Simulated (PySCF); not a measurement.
C4H8: calculation and literature

Numbering as in the mapped SMILES `[CH2:1]=[CH:2][CH2:3][CH3:4]` (H(Xn): hydrogen on atom n). Ha(C1) is cis to C3; Hb(C1) is trans to C3.

Published estimates (parent shift plus substituent increments) and measurements: δ ¹³C C3 27.4; C4 13.4; δ ¹H H(C3) 2.00; H(C4) 1.00 ppm (measured; solution, not stated per compound (mostly CDCl3 or CCl4); Pretsch, Buehlmann, Badertscher, Structure Determination of Organic Compounds, 4th ed. (2009)).
δ ¹³C C2 140.5; C1 113.5 ppm (estimated from measurements, as parent shift plus tabulated substituent increment; solution, not stated per compound (mostly CDCl3 or CCl4); Pretsch, Buehlmann, Badertscher, Structure Determination of Organic Compounds, 4th ed. (2009)).

[PySCF: σ from GIAO-PBE0/pcSseg-1; structure optimised with GFN2-xTB; equivalent nuclei averaged; single conformer; non-relativistic; no solvent model]

Problem. What does the calculation give, and how does it compare?

Solution. 
Reference values: measured (solution, not stated per compound (mostly CDCl3 or CCl4); Pretsch, Buehlmann, Badertscher, Structure Determination of Organic Compounds, 4th ed. (2009)).
```
atoms  quantity  reference  computed  computed, scaled
   C3     δ ¹³C       27.4      34.1              31.1
   C4     δ ¹³C       13.4      17.4              14.7
H(C3)      δ ¹H       2.00      2.13              2.10
H(C4)      δ ¹H       1.00      1.06              1.09
```

Reference values: estimated from measurements, as parent shift plus tabulated substituent increment (solution, not stated per compound (mostly CDCl3 or CCl4); Pretsch, Buehlmann, Badertscher, Structure Determination of Organic Compounds, 4th ed. (2009)).
| atoms | quantity | reference | computed | computed, scaled |
| --- | --- | --- | --- | --- |
| C2 | δ ¹³C | 140.5 | 150.2 | 144.2 |
| C1 | δ ¹³C | 113.5 | 120.2 | 115.0 |

Computed shifts are σ(ref) − σ with the named reference compound (TMS for H and C) calculated as an isolated molecule at the same level. The measured values may be among those fitted. Expected solution values come from regression of measured δ (H and C: mostly CDCl3, vs TMS) on computed σ: ¹³C (scatter 2.1 ppm rms, 2.3 ppm with the 13 outliers that the fit left out); ¹H (scatter 0.17 ppm rms, 0.18 ppm with the 4 outliers that the fit left out). A few per cent of atoms miss by over 2 rms, more outside the fitted compound classes.

Problem. How far are the unscaled ¹³C shifts from the references?

Solution. Mean signed difference +6.77 ppm, mean absolute 6.77 ppm over 4 comparisons; the largest is +9.7 ppm at C2 (alkene CH).

Problem. How far are the unscaled ¹H shifts from the references?

Solution. Mean signed difference +0.09 ppm, mean absolute 0.09 ppm over 2 comparisons; the largest is +0.13 ppm at H(C3) (hydrogen on an allylic sp3 CH2).
